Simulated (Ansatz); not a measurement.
The system is Sb.

```
CELL_PARAMETERS angstrom
-1.57654 1.57654 2.71194
1.57654 -1.57654 2.71194
1.57654 1.57654 -2.71194
ATOMIC_POSITIONS crystal
Sb 0.00000 0.00000 0.00000
```

This isn't the form of Sb at room conditions, which is rhombohedral.

| Quantity | Value |
| --- | --- |
| Program | Ansatz 0.2.0 |
| Task | relaxation of cell and atoms |
| Functional | PBE |
| Dispersion | D3(BJ) |
| Potentials or basis | Ansatz PAW |
| Cutoff | 420 eV (not typed: the program's choice for these potentials) |
| k mesh | 12 × 12 × 12 |
| Occupations | fermi-dirac, width 0.05 eV |
| Spin | no spin polarisation |

At the start: volume 26.96 Å³/atom.

Q: Where does the relaxation end?

A: It ends after 6 steps and the volume is 26.29 Å³/atom (-2.5 %); space group I4/mmm (No. 139, to 0.05 Å).

The path:
```
step  energy change (eV)  largest force (eV/Å)  volume (Å³)
   1              0.0000                0.0000        26.96
   2             -0.0029                0.0000        26.20
   3             -0.0042                0.0000        26.28
   4             -0.0063                0.0000        26.32
   5             -0.0066                0.0000        26.29
   6             -0.0064                0.0000        26.29
```

Final structure:
```
Sb
1.0
    -1.58933    1.58933    2.60177
     1.58933   -1.58933    2.60177
     1.58933    1.58933   -2.60177
Sb
1
Direct
  0.00000 0.00000 0.00000
```

Caveat: the plane-wave basis is chosen anew once the cell has moved, so the energies of steps on either side of that aren't comparable; pairwise dispersion overbinds metals, which lowers pressure and volume.
